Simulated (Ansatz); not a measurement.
# In: a line through a two-coordinate scan

One line of a two-coordinate grid on In (I4/mmm, No. 139; 1 atom in the cell): strain +e along z and -e/2 along x and y is varied, at strain +e along x and -e along y = −2.33 %.

Computed with Ansatz 0.2.0 (DFT LDA, scalar-relativistic, plane waves, PAW, unless a step's input says otherwise).

## (1) The starting structure

Symmetry: I4/mmm, No. 139, tetragonal system. The conventional cell has a = 3.151 Å, b = 3.151 Å, c = 4.948 Å, α = 90.00°, β = 90.00°, γ = 90.00°. In (site symmetry 4/mmm) is surrounded by 12 In at 3.15 to 3.33 Å.

Coordinates:

```cif
data_structure
_symmetry_space_group_name_H-M 'P 1'
_symmetry_Int_Tables_number 1
_cell_length_a 3.3290
_cell_length_b 3.3290
_cell_length_c 3.3290
_cell_angle_alpha 123.517
_cell_angle_beta 123.517
_cell_angle_gamma 84.009
_cell_volume 24.55
loop_
_atom_site_label
_atom_site_type_symbol
_atom_site_fract_x
_atom_site_fract_y
_atom_site_fract_z
_atom_site_occupancy
In1 In 0.00000 0.00000 0.00000 1
```

It is the result of an earlier relaxation at this level (volume 24.55 Å³/atom; gap on the mesh: none (metal)).

## (2) The scan

The energy is mapped over two homogeneous strains (x along [1 0 0], y along [0 1 0], z along [0 0 1] of the conventional cell).

First coordinate, strain +e along x and -e along y: 7 values from −7.00 %. Second coordinate, strain +e along z and -e/2 along x and y: 7 values from −7.00 %.

Nothing else is relaxed (symmetry fixes all fractional coordinates). Energies count from the relaxed crystal. Points are written as (first, second).

## (3) Point (−2.33 %, −7.00 %)

Contents of input.yaml:

```yaml
crystal:
  lattice:
    - [-1.5936937712, 1.667101036, 2.3006270096]
    - [1.5936937712, -1.667101036, 2.3006270096]
    - [1.5936937712, 1.667101036, -2.3006270096]
  atoms:
    - { symbol: In, position: [0.0, 0.0, 0.0] }
basis:
  ecutwfc: 420
kpoints:
  mp_grid: { grid: [20, 20, 20] }
hamiltonian:
  xc: lda
  pseudopotentials: { kind: paw }
scf:
  occupations: { method: gaussian, width: 0.15 }
output:
  forces: true
  stress: true
  eigenvalues: true
```

On the command line:

```sh
ansatz run input.yaml --threads 1 --pin off --max-ram 2048MiB --backend cpu --events-out ev --progress --plain --runs-dir out
```

What it wrote:

```text
Warning: RAYON_NUM_THREADS=1 ignored (pool sized by the plan → 1); use --threads N
Engine: ansatz 0.2.0, aarch64-unknown-linux-gnu
Pseudopotentials: kind: paw
Pseudopotential: In, paw, valence charge 13, recommended cutoff 420 eV (normal), In.paw.azcp
Functional definition: SPW92
  exchange = slater_x
  correlation = pw_c
Crystal: 1 atoms, lattice volume = 24.450 Å³
Basis set: ecut = 420 eV, 495 PW (Γ)
Bands: 11, of which v1, the nominal top of the filled ones, is band 7 counted from 1 (6 counted from 0)
Symmetry: 8 space group operations
Space group: Immm (ITA 71), of the structure as read, at distance tolerance 2.9e-5 Å
k-points: 1166 of 8000
Non-local potential: In, projectors of the file, l = 0: 2, l = 1: 2, l = 2: 2, l = 3: 2
PAW form: soft (Blöchl's): semilocal exchange-correlation on the pseudo side does not see the compensation charge
PAW frozen core: In, regenerated for the run's functional, and the local potential with it (the file was generated under x = pbe(κ = 0.804, μ = 0.2195149727645171), c = pbe(β = 0.06672455060314922))
PAW one-centre angular grid: In, 590 points (default); XC on 64 Gauss nodes
Initial density: superposition of atomic densities (neutral atoms: chi_scale 0, normalization atom), corrected by the library's trained network
Initial wavefunctions: pseudopotential atomic-orbital guess
Functional: x = slater, c = lda
SCF iter   1: F=—  HF=-5457.166582 eV  |F-HF|=—  |Δ(HF+E_count)|=         —  Δρ=7.63e-3  dr2=7.88e-3  ethr=1.77e-3  ⟨swp⟩=5.0  Hψ=75656  notcnv=0
preconditioner: auto → none  [metal: Δε(μ)=0.009 eV  Ē_g=19.973 eV  σ=0.150 eV  W_gap=0.04  n_scr=8 (ndim 8)  ℏωp=27.1 eV  f_vac=0.000  D(μ)=0.42/eV (n_scr^D=0)  sad-step TF]
SCF iter   2: F=—  HF=-5457.163134 eV  |F-HF|=—  |Δ(HF+E_count)|=   3.45e-3  Δρ=3.29e-3  dr2=1.43e-3  ethr=6.06e-5  ⟨swp⟩=1.7  Hψ=25846  notcnv=0
SCF iter   3: F=—  HF=-5457.162626 eV  |F-HF|=—  |Δ(HF+E_count)|=   5.08e-4  Δρ=2.62e-4  dr2=1.09e-5  ethr=1.10e-5  ⟨swp⟩=2.0  Hψ=18228  notcnv=0  defer=4
SCF iter   4: F=—  HF=-5457.162624 eV  |F-HF|=—  |Δ(HF+E_count)|=   2.24e-6  Δρ=1.51e-4  dr2=3.91e-6  ethr=8.39e-8  ⟨swp⟩=2.0  Hψ=19943  notcnv=0  defer=4
SCF iter   5: F=—  HF=-5457.162622 eV  |F-HF|=—  |Δ(HF+E_count)|=   1.87e-6  Δρ=2.61e-5  dr2=1.20e-7  ethr=3.00e-8  ⟨swp⟩=2.2  Hψ=19240  notcnv=0  defer=4
SCF iter   6: F=-5457.162622 eV  HF=-5457.162622 eV  |F-HF|=8.50e-10  |Δ(HF+E_count)|=   6.47e-8  Δρ=1.82e-6  dr2=7.45e-10  ethr=7.69e-10  ⟨swp⟩=5.9  Hψ=58758  notcnv=0
SCF 1 converged in 6 iterations: F = -5457.162622 eV  dr2 = 7.45e-10
SCF converged after 6 iterations
Free energy (F): -5457.162622 eV
Harris-Foulkes:  -5457.162622 eV  (|F-HF|=8.50e-10)
Internal energy: -5457.157858 eV  (E = F + TS)
E sigma→0 (E₀):  -5457.160240 eV
Entropy (-TS):   -0.004764 eV (-4.764 meV/atom)
Fermi energy:    10.898797 eV
--- Per-component energies (eV) ---
  E_band       = -15.601095
  E_kinetic    = 242.901719
  E_local      = -1036.866396  (includes V_loc(G=0)·N_el)
  E_nonlocal   = 369.213416
  E_hartree    = 405.252118
  E_xc         = -214.565202
  E_vxc        = -102.236995  (∫ρ·V_xc dr)
  E_paw        = -4012.780643  (= ΣΔE_a)
  E_vpaw       = -299.118195  (= ΣTr[D̂ρ^β])
  E_aug_tail   = 0.000025  (compensation charges beyond the density's cutoff)
  E_ewald      = -1210.597433
  E_core_change = 0.284536  (= ΣΔE_core)
  E_smearing   = -0.004764  (= −TS)
  E_closure    = -0.000000  (closes the sum)
  Σ components = -5457.162622   (vs F -5457.162622, Δ=0.00e0)
--- Forces (eV/Å), atoms counted from 1 ---
  atom   1  In    -0.00000000     0.00000000     0.00000000
  max |Σ_I F_I| component: 2.37e-30 eV/Å
--- Stress (GPa, compression-positive) ---
        0.914563      -0.000000      -0.000000
       -0.000000      -0.176471       0.000000
       -0.000000       0.000000       0.384117
  P = ⅓ Tr σ = 0.3741 GPa (3.741 kbar)
--- Band table (eV; the first three rows and the last of 1166) ---
  k-point 0: bands = ["-3.7812", "-3.7598", "-3.7161", "-3.5379", "-3.5319", "0.8085", "21.2890", "21.6029", "22.6152", "22.9794", "24.9008"]
  k-point 1: bands = ["-3.7795", "-3.7494", "-3.7144", "-3.5437", "-3.5290", "0.8852", "20.9351", "21.1667", "22.1910", "22.6060", "25.3776"]
  k-point 2: bands = ["-3.7851", "-3.7192", "-3.6990", "-3.5639", "-3.5179", "1.1164", "20.1064", "20.2394", "21.3396", "21.8900", "25.3823"]
  k-point 1165: bands = ["-4.0257", "-3.9089", "-3.3631", "-3.3033", "-3.3014", "8.4554", "8.8297", "14.3639", "15.6383", "18.1246", "19.4312"]
```

Run time: 29 s. Hardware: 1 thread of Arm Neoverse N1, shared host; peak memory 0.56 GiB.

On the map this point reads 1.9 meV/atom.

## (4) Grid point (−2.33 %, −4.67 %)

input.yaml, as its differences from that of step 3:

```diff
@@ -2,5 +2,5 @@
   lattice:
-    - [-1.5936937712, 1.667101036, 2.3006270096]
-    - [1.5936937712, -1.667101036, 2.3006270096]
-    - [1.5936937712, 1.667101036, -2.3006270096]
+    - [-1.5753419551, 1.6487492198, 2.3582663744]
+    - [1.5753419551, -1.6487492198, 2.3582663744]
+    - [1.5753419551, 1.6487492198, -2.3582663744]
   atoms:
```

On the command line:

```sh
ansatz run input.yaml --threads 1 --pin off --max-ram 2048MiB --backend cpu --events-out ev --progress --plain --runs-dir out
```

What it wrote:

```text
[... 28 lines left out ...]
SCF 1 converged in 6 iterations: F = -5457.162741 eV  dr2 = 1.20e-10
SCF converged after 6 iterations
Free energy (F): -5457.162741 eV
Harris-Foulkes:  -5457.162741 eV  (|F-HF|=8.37e-11)
Internal energy: -5457.158085 eV  (E = F + TS)
E sigma→0 (E₀):  -5457.160413 eV
Entropy (-TS):   -0.004656 eV (-4.656 meV/atom)
Fermi energy:    10.858441 eV
--- Per-component energies (eV) ---
  E_band       = -15.973409
  E_kinetic    = 242.877907
  E_local      = -1038.278600  (includes V_loc(G=0)·N_el)
  E_nonlocal   = 369.207315
  E_hartree    = 405.770885
  E_xc         = -214.558847
  E_vxc        = -102.227607  (∫ρ·V_xc dr)
  E_paw        = -4012.765542  (= ΣΔE_a)
  E_vpaw       = -299.094609  (= ΣTr[D̂ρ^β])
  E_aug_tail   = 0.000025  (compensation charges beyond the density's cutoff)
  E_ewald      = -1209.695766
  E_core_change = 0.284536  (= ΣΔE_core)
  E_smearing   = -0.004656  (= −TS)
  E_closure    = 0.000000  (closes the sum)
  Σ components = -5457.162741   (vs F -5457.162741, Δ=0.00e0)
--- Forces (eV/Å), atoms counted from 1 ---
  atom   1  In    -0.00000000     0.00000000     0.00000000
  max |Σ_I F_I| component: 1.18e-30 eV/Å
--- Stress (GPa, compression-positive) ---
        0.734441      -0.000000      -0.000000
       -0.000000      -0.189585       0.000000
       -0.000000       0.000000       0.403410
  P = ⅓ Tr σ = 0.3161 GPa (3.161 kbar)
--- Band table (eV; the first three rows and the last of 1166) ---
  k-point 0: bands = ["-3.8293", "-3.7896", "-3.7234", "-3.5910", "-3.5383", "0.7927", "21.1845", "21.5945", "22.5670", "22.9902", "24.8580"]
  k-point 1: bands = ["-3.8176", "-3.7884", "-3.7227", "-3.5891", "-3.5429", "0.8711", "20.8172", "21.1432", "22.1261", "22.5901", "25.3582"]
  k-point 2: bands = ["-3.7947", "-3.7832", "-3.7104", "-3.5916", "-3.5493", "1.1074", "19.9639", "20.1952", "21.2498", "21.8350", "25.8120"]
  k-point 1165: bands = ["-4.0684", "-3.9332", "-3.3900", "-3.3417", "-3.3364", "8.1819", "8.3530", "14.6563", "15.9786", "18.4220", "19.7703"]
```

It took 30 s on 1 thread of Arm Neoverse N1, shared host; peak memory 0.56 GiB.

On the map this point reads 1.8 meV/atom.

## (5) Changing settings: starting moments, basis.precision f64, eigensolver.kind davidson, chi_scale 0.0, spin_polarized true, ecutwfc left out

input.yaml, as its differences from that of step 4:

```diff
@@ -6,5 +6,5 @@
   atoms:
-    - { symbol: In, position: [0.0, 0.0, 0.0] }
+    - { symbol: In, position: [0.0, 0.0, 0.0], spin: -0.5 }
 basis:
-  ecutwfc: 420
+  precision: f64
 kpoints:
@@ -16,5 +16,9 @@
   occupations: { method: gaussian, width: 0.15 }
+  eigensolver: { kind: davidson }
+  initial_density: { chi_scale: 0.0 }
 output:
   forces: true
+  eigenvalues: true
   stress: true
-  eigenvalues: true
+magnetization:
+  spin_polarized: true
```

On the command line:

```sh
ansatz run input.yaml --threads 1 --pin off --max-ram 2048MiB --backend cpu --events-out ev --progress --plain --runs-dir out
```

What it wrote:

```text
Warning: RAYON_NUM_THREADS=1 ignored (pool sized by the plan → 1); use --threads N
[... 6 set-up lines as earlier in the session ...]
Crystal: 1 atoms, lattice volume = 24.501 Å³
Basis set: ecut = 420 eV, 503 PW (Γ)
Bands: 11, of which v1, the nominal top of the filled ones, is band 7 counted from 1 (6 counted from 0)
[... 2 set-up lines as earlier in the session ...]
Magnetic group: BNS 71.533 (UNI 631), of the structure as read, at distance tolerance 2.9e-5 Å
k-points: 1166 of 8000
[... 4 set-up lines as earlier in the session ...]
Initial density: superposition of atomic densities (chi_scale 0, normalization cell)
Starting moments: Σ|m| = 0.5 μB on 1 of 1 site
[... 2 set-up lines as earlier in the session ...]
iter 1 solved again at ethr=9.19e-4 eV; its pass at ethr=1.00e-1 eV (dr2=1.19e-1 eV) is discarded
SCF iter   1: F=—  HF=-5457.185091 eV  |F-HF|=—  |Δ(HF+E_count)|=         —  Δρ=3.34e-2 (↑1.84e-2 ↓3.34e-2)  dr2=1.14e-1  dr2_m=1.44e-1  M=-0.033 μB ∫|m|=0.033 μB  β_m=0.30  ethr=9.19e-4  ⟨swp⟩=4.4  Hψ=153329  notcnv=0
preconditioner: auto → none  [metal: Δε(μ)=0.005 eV  Ē_g=19.570 eV  σ=0.150 eV  W_gap=0.02  n_scr=8 (ndim 8)  ℏωp=27.0 eV  f_vac=0.000  D(μ)=0.42/eV (n_scr^D=0)  sad-step TF]
SCF iter   2: F=—  HF=-5457.168735 eV  |F-HF|=—  |Δ(HF+E_count)|=   1.64e-2  Δρ=2.30e-2 (↑1.41e-2 ↓2.30e-2)  dr2=5.63e-2  dr2_m=7.20e-2  M=-0.024 μB ∫|m|=0.024 μB  β_m=0.30  ethr=8.75e-4  ⟨swp⟩=2.0  Hψ=46021  notcnv=0  defer=2
iter 3 solved again at ethr=2.78e-5 eV; its pass at ethr=4.33e-4 eV (dr2=3.62e-3 eV) is discarded
SCF iter   3: F=—  HF=-5457.156363 eV  |F-HF|=—  |Δ(HF+E_count)|=   1.24e-2  Δρ=1.42e-2 (↑1.42e-2 ↓1.17e-2)  dr2=3.43e-3  dr2_m=3.61e-2  M=-0.018 μB ∫|m|=0.018 μB  β_m=0.30  ethr=2.78e-5  ⟨swp⟩=3.4  Hψ=111972  notcnv=0  defer=3
SCF iter   4: F=—  HF=-5457.158891 eV  |F-HF|=—  |Δ(HF+E_count)|=   2.53e-3  Δρ=9.43e-3 (↑8.55e-3 ↓9.43e-3)  dr2=5.64e-4  dr2_m=1.81e-2  M=-0.013 μB ∫|m|=0.013 μB  β_m=0.30  ethr=2.64e-5  ⟨swp⟩=3.0  Hψ=52755  notcnv=0
SCF iter   5: F=—  HF=-5457.160689 eV  |F-HF|=—  |Δ(HF+E_count)|=   1.80e-3  Δρ=6.39e-3 (↑6.33e-3 ↓6.39e-3)  dr2=5.51e-6  dr2_m=9.08e-3  M=-0.010 μB ∫|m|=0.010 μB  β_m=0.30  ethr=4.34e-6  ⟨swp⟩=2.9  Hψ=47608  notcnv=0
SCF iter   6: F=—  HF=-5457.161691 eV  |F-HF|=—  |Δ(HF+E_count)|=   1.00e-3  Δρ=4.51e-3 (↑4.51e-3 ↓4.49e-3)  dr2=3.94e-6  dr2_m=4.55e-3  M=-0.007 μB ∫|m|=0.007 μB  β_m=0.30  ethr=4.24e-8  ⟨swp⟩=4.4  Hψ=69159  notcnv=0  defer=2
SCF iter   7: F=—  HF=-5457.162201 eV  |F-HF|=—  |Δ(HF+E_count)|=   5.09e-4  Δρ=3.19e-3 (↑3.19e-3 ↓3.18e-3)  dr2=6.13e-8  dr2_m=2.28e-3  M=-0.005 μB ∫|m|=0.005 μB  β_m=0.30  ethr=3.03e-8  ⟨swp⟩=3.0  Hψ=50117  notcnv=0  defer=1
Mixer restart at iter 7: flushing history
spin-set hold released at iteration 7 (site moments contracting): the magnetisation degrees of freedom join the quasi-Newton model from the next iteration; the mixer history was flushed
SCF iter   8: F=—  HF=-5457.162463 eV  |F-HF|=—  |Δ(HF+E_count)|=   2.62e-4  Δρ=2.26e-3 (↑2.26e-3 ↓2.25e-3)  dr2=2.60e-8  dr2_m=1.14e-3  M=-0.004 μB ∫|m|=0.004 μB  β_m=0.65  ethr=4.72e-10  ⟨swp⟩=4.8  Hψ=73085  notcnv=0
SCF iter   9: F=—  HF=-5457.162740 eV  |F-HF|=—  |Δ(HF+E_count)|=   2.77e-4  Δρ=3.22e-5 (↑3.22e-5 ↓3.13e-5)  dr2=1.17e-9  dr2_m=2.26e-7  M=-0.000 μB ∫|m|=0.000 μB  β_m=0.82  ethr=2.00e-10  ⟨swp⟩=5.6  Hψ=76889  notcnv=0
SCF iter  10: F=—  HF=-5457.162741 eV  |F-HF|=—  |Δ(HF+E_count)|=   5.17e-7  Δρ=1.09e-5 (↑1.03e-5 ↓1.09e-5)  dr2=3.39e-10  dr2_m=2.52e-8  M=-0.000 μB ∫|m|=0.000 μB  β_m=0.91  ethr=9.00e-12  ⟨swp⟩=4.9  Hψ=74101  notcnv=0  defer=3
SCF iter  11: F=—  HF=-5457.162741 eV  |F-HF|=—  |Δ(HF+E_count)|=   6.30e-8  Δρ=1.64e-6 (↑1.64e-6 ↓9.80e-7)  dr2=1.02e-9  dr2_m=1.15e-10  M=-0.000 μB ∫|m|=0.000 μB  β_m=0.85  ethr=2.61e-12  ⟨swp⟩=4.6  Hψ=68048  notcnv=0  defer=2
SCF iter  12: F=—  HF=-5457.162741 eV  |F-HF|=—  |Δ(HF+E_count)|=  1.96e-10  Δρ=6.22e-7 (↑3.97e-7 ↓6.22e-7)  dr2=1.61e-10  dr2_m=1.41e-11  M=-0.000 μB ∫|m|=0.000 μB  β_m=0.77  ethr=2.61e-12  ⟨swp⟩=4.0  Hψ=65384  notcnv=0
SCF iter  13: F=-5457.162741 eV  HF=-5457.162741 eV  |F-HF|=1.46e-11  |Δ(HF+E_count)|=  4.37e-11  Δρ=1.89e-7 (↑1.15e-7 ↓1.89e-7)  dr2=1.54e-11  dr2_m=1.28e-12  M=-0.000 μB ∫|m|=0.000 μB  ethr=1.24e-12  ⟨swp⟩=2.5  Hψ=45634  notcnv=0
SCF 1 converged in 13 iterations: F = -5457.162741 eV  dr2 = 1.54e-11
the search or the solves at the SCF's close seem to have found levels that the self-consistency loop had missed (the run counts 8). By its estimate they hold under 1e-12 electrons; where the run keeps them, the occupations were computed again with them
WARN: the starting moments were not kept: the SCF closed with an absolute magnetisation of 7.4e-7 μB, where they sum to 0.5 μB in size (1 site). That is at most 0.1 of that sum. Measured as dr2_m measures the in/out step, that magnetisation stands 5.8e-14 eV from none, at or under the dr2_threshold of 1.0e-7 eV: it is no larger than a step whose dr2_m would equal this threshold. The system may hold no moment; this SCF shows only that its start led to no more than that. To try another start: raise the starting moments (crystal.atoms[].spin, magnetization.per_species, magnetization.initial_magnetization, or on a non-collinear deck that types none of these the spinor_matrix: blocks that start its atoms; where the total moment is fixed, keep their sum and leave initial_magnetization as it is; typed ones take the place of any that the run laid by itself, positive ones on a crystal's lanthanoids without a Hubbard term where scf.initial_density.shell_occupations: [] is typed) or, if the notice of its spin-set hold's release reads "site moments contracting" or "site moments show no strong build", lengthen the hold (scf.mixing.spin_hold: { on: { confirm: 4 } }; for m-r²SCAN on two components see the key's manual first). Each may lead to a state that holds a moment. A second SCF, from the converged charge density, with the starting moments and any scf.initial_density.shell_occupations laid on it anew, would have followed, and was not run: the deck does not ask for one (magnetization.retry_lost_moments is false, the default). To let it run, set magnetization.retry_lost_moments: true and run the deck again, where that key's refused combinations let it; where memory then withholds it, that run's warning says so.
SCF converged after 13 iterations
Magnetization: -0.0000 μB (6.5000 up, 6.5000 down)
Absolute magnetization: 0.0000 μB (∫|ρ↑−ρ↓|, with the PAW one-centre terms)
Spin contamination: 0.0000 ħ² per cell (⟨S²⟩ above its minimum at these occupations)
Per-site moments (μB) at R_I (Å): [(-3.137901675056962e-7, 1.2996571129575)]
Free energy (F): -5457.162741 eV
Harris-Foulkes:  -5457.162741 eV  (|F-HF|=1.46e-11)
Internal energy: -5457.158085 eV  (E = F + TS)
E sigma→0 (E₀):  -5457.160413 eV
Entropy (-TS):   -0.004656 eV (-4.656 meV/atom)
Fermi energy:    10.858438 eV
--- Per-component energies (eV) ---
  E_band       = -15.973762
  E_kinetic    = 242.877868
  E_local      = -1038.279025  (includes V_loc(G=0)·N_el)
  E_nonlocal   = 369.207561
  E_hartree    = 405.771202
  E_xc         = -214.558822
  E_vxc        = -102.227573  (∫ρ·V_xc dr)
  E_paw        = -4012.765664  (= ΣΔE_a)
  E_vpaw       = -299.094863  (= ΣTr[D̂ρ^β])
  E_aug_tail   = 0.000025  (compensation charges beyond the density's cutoff)
  E_ewald      = -1209.695766
  E_core_change = 0.284536  (= ΣΔE_core)
  E_smearing   = -0.004656  (= −TS)
  E_closure    = -0.000000  (closes the sum)
  Σ components = -5457.162741   (vs F -5457.162741, Δ=0.00e0)
--- Forces (eV/Å), atoms counted from 1 ---
  atom   1  In    -0.00000000     0.00000000    -0.00000000
  max |Σ_I F_I| component: 1.77e-30 eV/Å
--- Stress (GPa, compression-positive) ---
        0.734476      -0.000000      -0.000000
       -0.000000      -0.189562       0.000000
       -0.000000       0.000000       0.403440
  P = ⅓ Tr σ = 0.3161 GPa (3.161 kbar)
--- Band table (eV; the first three rows and the last of 2332) ---
  k-point 0 ↑: bands = ["-3.8294", "-3.7897", "-3.7235", "-3.5910", "-3.5383", "0.7927", "21.1845", "21.5945", "22.5670", "22.9902", "24.8580"]
  k-point 1 ↑: bands = ["-3.8176", "-3.7885", "-3.7227", "-3.5892", "-3.5429", "0.8711", "20.8172", "21.1432", "22.1261", "22.5901", "25.3582"]
  k-point 2 ↑: bands = ["-3.7947", "-3.7833", "-3.7105", "-3.5916", "-3.5493", "1.1074", "19.9639", "20.1951", "21.2498", "21.8350", "25.8120"]
  k-point 1165 ↓: bands = ["-4.0684", "-3.9332", "-3.3900", "-3.3417", "-3.3364", "8.1819", "8.3530", "14.6563", "15.9786", "18.4220", "19.7703"]
```

Wall time 2 min (1 thread of Arm Neoverse N1, shared host); peak memory 0.57 GiB.

```
    run     ending  energy change  pressure (GPa)  gap (eV)  force (eV/Å)  cycles   time
 step 4  converged              0             0.3      0.00          0.00       6   30 s
variant  converged   0.0 meV/atom             0.3      0.00          0.00      13  2 min
```

With the changed spin polarisation, arithmetic precision, solver and start the energy stays within 0.5 meV/atom: no moment survives, so both runs end on the same non-magnetic state.

## (6) The run at (−2.33 %, −2.33 %)

input.yaml, as its differences from that of step 4:

```diff
@@ -2,5 +2,5 @@
   lattice:
-    - [-1.5753419551, 1.6487492198, 2.3582663744]
-    - [1.5753419551, -1.6487492198, 2.3582663744]
-    - [1.5753419551, 1.6487492198, -2.3582663744]
+    - [-1.5569113757, 1.6303186405, 2.4161531185]
+    - [1.5569113757, -1.6303186405, 2.4161531185]
+    - [1.5569113757, 1.6303186405, -2.4161531185]
   atoms:
```

On the command line:

```sh
ansatz run input.yaml --threads 1 --pin off --max-ram 2048MiB --backend cpu --events-out ev --progress --plain --runs-dir out
```

What it wrote:

```text
[... 28 lines left out ...]
SCF 1 converged in 6 iterations: F = -5457.163055 eV  dr2 = 4.96e-10
SCF converged after 6 iterations
Free energy (F): -5457.163055 eV
Harris-Foulkes:  -5457.163055 eV  (|F-HF|=5.41e-10)
Internal energy: -5457.158626 eV  (E = F + TS)
E sigma→0 (E₀):  -5457.160840 eV
Entropy (-TS):   -0.004429 eV (-4.429 meV/atom)
Fermi energy:    10.821865 eV
--- Per-component energies (eV) ---
  E_band       = -16.234883
  E_kinetic    = 242.870491
  E_local      = -1039.291189  (includes V_loc(G=0)·N_el)
  E_nonlocal   = 369.205528
  E_hartree    = 406.154556
  E_xc         = -214.546325
  E_vxc        = -102.212710  (∫ρ·V_xc dr)
  E_paw        = -4012.778591  (= ΣΔE_a)
  E_vpaw       = -299.117028  (= ΣTr[D̂ρ^β])
  E_aug_tail   = 0.000025  (compensation charges beyond the density's cutoff)
  E_ewald      = -1209.057657
  E_core_change = 0.284536  (= ΣΔE_core)
  E_smearing   = -0.004429  (= −TS)
  E_closure    = 0.000000  (closes the sum)
  Σ components = -5457.163055   (vs F -5457.163055, Δ=0.00e0)
--- Forces (eV/Å), atoms counted from 1 ---
  atom   1  In    -0.00000000     0.00000000    -0.00000000
  max |Σ_I F_I| component: 2.96e-31 eV/Å
--- Stress (GPa, compression-positive) ---
        0.837126      -0.000000      -0.000000
       -0.000000      -0.298812       0.000000
       -0.000000       0.000000       0.171896
  P = ⅓ Tr σ = 0.2367 GPa (2.367 kbar)
--- Band table (eV; the first three rows and the last of 1166) ---
  k-point 0: bands = ["-3.8921", "-3.7884", "-3.7208", "-3.6433", "-3.5303", "0.7825", "21.1155", "21.6139", "22.5563", "23.0421", "24.8602"]
  k-point 1: bands = ["-3.8789", "-3.7877", "-3.7209", "-3.6402", "-3.5360", "0.8627", "20.7347", "21.1487", "22.0977", "22.6157", "25.3835"]
  k-point 2: bands = ["-3.8403", "-3.7946", "-3.7121", "-3.6339", "-3.5508", "1.1043", "19.8569", "20.1826", "21.1934", "21.8217", "26.2532"]
  k-point 1165: bands = ["-4.1058", "-3.9505", "-3.4053", "-3.3716", "-3.3622", "7.9019", "7.9411", "14.9668", "16.3396", "18.7378", "20.1367"]
```

It took 29 s on 1 thread of Arm Neoverse N1, shared host; peak memory 0.56 GiB.

That is 1.5 meV/atom from the zero.

(Part 1 of 2 ends here.)
